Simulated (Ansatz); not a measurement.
**Ru: how the settings move a single-point run**

Question: which choices in the input matter for Ru?

Computed with Ansatz 0.2.0 (reference: DFT, LDA, PAW with Ansatz's default frozen-core files, scalar-relativistic, unless a step's input says otherwise).

## Step 1: The starting structure

Symmetry: P6_3/mmc, No. 194, hexagonal system. Conventional cell: a = 2.706 Å, b = 2.706 Å, c = 4.282 Å, α = 90.00°, β = 90.00°, γ = 120.00°. Ru (site symmetry -6m2) has 12 Ru at 2.65 to 2.71 Å in its first shell of neighbours.

Structure file:

```
CELL_PARAMETERS angstrom
2.70580 0.00000 0.00000
-1.35290 2.34329 0.00000
0.00000 0.00000 4.28190
ATOMIC_POSITIONS crystal
Ru 0.33333 0.66667 0.25000
Ru 0.66667 0.33333 0.75000
```

## Step 2: Baseline

The input, input.yaml:

```yaml
crystal:
  lattice:
    - [2.7057993342, 0.0, 0.0]
    - [-1.3528996671, 2.343290961, 0.0]
    - [0.0, 0.0, 4.2819]
  atoms:
    - { symbol: Ru, position: [0.3333333333, 0.6666666667, 0.25] }
    - { symbol: Ru, position: [0.6666666667, 0.3333333333, 0.75] }
kpoints:
  mp_grid: { grid: [14, 14, 8] }
  band_path:
    path:
      - [0.0, 0.0, 0.0]
      - [0.5, 0.0, 0.0]
      - [0.3333333333, 0.3333333333, 0.0]
      - [0.0, 0.0, 0.0]
      - [0.0, 0.0, 0.5]
      - [0.5, 0.0, 0.5]
      - [0.3333333333, 0.3333333333, 0.5]
      - [0.0, 0.0, 0.5]
      - [0.5, 0.0, 0.5]
    npoints: 5
scf:
  occupations: { method: fermi_dirac, width: 0.03 }
hamiltonian:
  xc: lda
  pseudopotentials: { kind: paw }
output:
  forces: true
  stress: true
  eigenvalues: true
  efg: { contact_densities: true }
  write_density: true
  write_potential: true
  elf: true
  volumetric_format: npy
```

The run is started by

```sh
ansatz run input.yaml --threads 1 --pin off --max-ram 2048MiB --backend cpu --events-out ev --progress --plain --runs-dir out
```

Excerpt of the output:

```text
[...]
Basis set: ecut = 420 eV, 537 PW (Γ)
[...]
k-points: 120 of 1568
[...]
SCF iter   1: F=—  HF=-11516.549750 eV  |F-HF|=—  |Δ(HF+E_count)|=         —  Δρ=9.99e-3  dr2=1.22e-2  ethr=1.77e-3  ⟨swp⟩=5.3  Hψ=9533  notcnv=0
preconditioner: auto → none  [metal: Δε(μ)=0.018 eV  Ē_g=5.864 eV  σ=0.030 eV  W_gap=0.14  n_scr=8 (ndim 8)  ℏωp=28.5 eV  f_vac=0.000  D(μ)=2.39/eV (n_scr^D=34)  sad-step TF]
SCF iter   2: F=—  HF=-11516.548719 eV  |F-HF|=—  |Δ(HF+E_count)|=   1.03e-3  Δρ=5.38e-3  dr2=3.19e-3  ethr=3.82e-5  ⟨swp⟩=2.0  Hψ=5745  notcnv=0  defer=13
[...]
SCF iter   5: F=-11516.548300 eV  HF=-11516.548300 eV  |F-HF|=1.67e-8  |Δ(HF+E_count)|=   6.33e-7  Δρ=1.63e-5  dr2=2.51e-8  ethr=2.22e-9  ⟨swp⟩=2.2  Hψ=4111  notcnv=0  defer=13
SCF iter   6: F=-11516.548300 eV  HF=-11516.548300 eV  |F-HF|=7.73e-10  |Δ(HF+E_count)|=   9.51e-9  Δρ=4.83e-6  dr2=2.00e-9  ethr=7.83e-11  ⟨swp⟩=5.8  Hψ=14680  notcnv=0
[...]
SCF converged after 6 iterations
Free energy (F): -11516.548300 eV
[...]
E sigma→0 (E₀):  -11516.544937 eV
[...]
Fermi energy:    23.199311 eV
[...]
  P = ⅓ Tr σ = -12.2868 GPa (-122.868 kbar)
[...]
```

It took 5.7 s on 1 thread of Arm Neoverse V1, shared host; peak memory 0.36 GiB.

## Step 3: Changing settings: dr2_threshold 1.0e-09

input.yaml: that of step 2 with these lines changed.

```diff
@@ -24,2 +24,3 @@
   occupations: { method: fermi_dirac, width: 0.03 }
+  convergence: { dr2_threshold: 1.0e-09 }
 hamiltonian:
```

The run is started by

```sh
ansatz run input.yaml --threads 1 --pin off --max-ram 2048MiB --backend cpu --events-out ev --progress --plain --runs-dir out
```

The log of the run (excerpt; [...] marks lines left out):

```text
Warning: output.stress: scf.convergence.dr2_threshold = 1e-9 eV is looser than the 2e-10 eV advised for a printed stress (1e-10 eV for each atom of the cell: 2). What an SCF threshold leaves in a stress goes as its square root, and in the free energy as the threshold itself, and one [...]
Ru: output.efg is read without spin–orbit coupling, which moves field gradients at and beside such atoms by some per cent and up to a factor of two; PAW files take it under magnetization.noncollinear and magnetization.spin_orbit
[...]
Pseudopotentials: kind: paw
Pseudopotential: Ru, paw, valence charge 16, recommended cutoff 420 eV (normal)
Functional definition: SPW92
[...]
Crystal: 2 atoms, lattice volume = 27.149 Å³
Basis set: ecut = 420 eV, 537 PW (Γ)
Bands: 20, of which v1, the nominal top of the filled ones, is band 16 counted from 1 (15 counted from 0)
Symmetry: 24 space group operations
Space group: P63/mmc (ITA 194), of the structure as read, at distance tolerance 3.0e-5 Å
k-points: 120 of 1568
[...]
SCF iter   1: F=—  HF=-11516.549750 eV  |F-HF|=—  |Δ(HF+E_count)|=         —  Δρ=9.99e-3  dr2=1.22e-2  ethr=1.77e-3  ⟨swp⟩=5.3  Hψ=9533  notcnv=0
[...]
SCF iter   7: F=-11516.548300 eV  HF=-11516.548300 eV  |F-HF|=3.64e-12  |Δ(HF+E_count)|=  2.95e-10  Δρ=1.11e-6  dr2=5.60e-11  ethr=3.13e-12  ⟨swp⟩=6.0  Hψ=11533  notcnv=0
[...]
NSCF: frozen V_eff on 41 k-points
SCF converged after 7 iterations
Free energy (F): -11516.548300 eV
[...]
E sigma→0 (E₀):  -11516.544937 eV
Entropy (-TS):   -0.006727 eV (-3.363 meV/atom)
Fermi energy:    23.199307 eV
[...]
--- Forces (eV/Å), atoms counted from 1 ---
  atom   1  Ru    -0.00000000     0.00000000     0.00000000
  atom   2  Ru     0.00000000    -0.00000000     0.00000000
[...]
--- Stress (GPa, compression-positive) ---
      -11.476264       0.000000       0.000000
       -0.000000     -11.476264       0.000000
        0.000000       0.000000     -13.908093
  P = ⅓ Tr σ = -12.2869 GPa (-122.869 kbar)
--- PAW observables at the nuclei: V_zz in 10²¹ V/m², potentials from the cell's mean, atoms counted from 1 ---
  atom   1  Ru V_zz =    -0.979575   η = 0.0000   by run symmetry: allowed
            electrostatic potential = -6805.405273 V   contact ρ = 716489.330833 e/Å³
  atom   2  Ru V_zz =    -0.979575   η = 0.0000   by run symmetry: allowed
            electrostatic potential = -6805.405273 V   contact ρ = 716489.330833 e/Å³
--- Band table (eV; the first three rows and the last of 120) ---
  k-point 0: bands = ["-49.7795", "-49.5715", "-20.3304", "-19.3801", "-19.3801", "-19.2082", "-19.2082", "-19.1738", "15.1665", "16.9775", "20.6055", "20.6055", "20.7747", "21.2908", "21.2908", "21.8176", "21.8176", "24.4097", "24.4097", "24.4901"]
[...]
```

Wall time 6.3 s (1 thread of Arm Neoverse V1, shared host); peak memory 0.35 GiB.

With the changed convergence setting the energy agrees within 0.5 meV/atom. Cost: 7 SCF cycles against 6.

## Step 4: All runs together

| run | ending | energy change | pressure (GPa) | gap (eV) | force (eV/Å) | cycles | time |
| --- | --- | --- | --- | --- | --- | --- | --- |
| reference | converged | 0 | -12.3 | 0.00 | 0.00 | 6 | 5.7 s |
| 1: dr2_threshold 1.0e-09 | converged | 0.0 meV/atom | -12.3 | 0.00 | 0.00 | 7 | 6.3 s |

Residual by cycle in the longest SCF loop of each run; runs are numbered as in the table. The quantity is the density residual dr2, in eV.

```
cycle  reference    run 1
    1     0.0122   0.0122
    2    0.00319  0.00319
    3     1.1e-5   1.1e-5
    4     7.1e-7   7.1e-7
    5     2.5e-8   2.5e-8
    6     2.0e-9   2.0e-9
    7          -  5.6e-11
```

The changed convergence setting doesn't alter the result here (within 0.5 meV/atom). Cost: 7 SCF cycles against 6. The structure is not at rest: the sound run finds -12 GPa, so these are no properties of the relaxed crystal. 
